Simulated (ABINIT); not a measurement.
Runs of ABINIT 10.8.3 (patched build) on MgB2. The structure is hexagonal, space group P6/mmm (No. 191). Conventional cell: a = 3.085 Å, b = 3.085 Å, c = 3.523 Å, α = 90.00°, β = 90.00°, γ = 120.00°. Mg (site symmetry 6/mmm) is surrounded by 12 B at 2.51 Å. B (site symmetry -6m2) has 3 B at 1.78 Å as nearest neighbours. 

```tsv
task	level	potentials or basis	k mesh	cutoff (eV)	fine-grid cutoff	dispersion computed by	mesh quality	gap on the mesh (eV)	pressure (GPa)	V0 of scaled cells (Å³/atom)	B0 (GPa)
single point	LDA	JTH PAW LDA v2.0	4 × 4 × 3	408	816.342 eV	-	coarse	none	-	-	-
single point	PBEsol	JTH PAW PBE v2.0	4 × 4 × 3	517	1034.03 eV	-	coarse	none	-3.6	-	-
single point	r2SCAN	JTH PAW PBE v2.0	6 × 6 × 5	626	1224.51 eV	-	coarse	none	(a)	-	-
single point	LDA	JTH PAW LDA v2.0	8 × 8 × 6	408	816.342 eV	-	not flagged	none	-	-	-
single point	LDA	JTH PAW LDA v2.0	13 × 13 × 10	408	816.342 eV	-	not flagged	none	-	-	-
band structure	rPW86PBE	JTH PAW PBE v2.0	10 × 10 × 8	517	1034.03 eV	-	not flagged	none	-0.2	-	-
equation of state	HCTH407	JTH PAW PBE v2.0	10 × 10 × 8	517	1034.03 eV	-	not flagged	-	-	(b)	151
equation of state	revPBE+D4	JTH PAW PBE v2.0	10 × 10 × 8	517	1034.03 eV	dftd4 4.3.1	not flagged	-	-	9.28	160
```

Alike in all rows: no spin polarisation; cell as given; smearing fermi-dirac 0.05 eV.

Estimate the missing entries.

(a) -1.7; (b) 9.58.

Caveats: some runs use coarse meshes; the atomic spheres overlap (some runs); the PAW data sets were made with another functional, which shifts forces and pressure a little (some runs); pressures at fixed basis lie under the slope of the energies (some runs); the cell was scaled at fixed shape and fractional positions, which overstates the stiffness of a crystal with free parameters, most of all of layers and chains (some runs).

A gap of «none» marks a metal or a gap under the smearing width.

Runs at the PBE level aren't shown here.
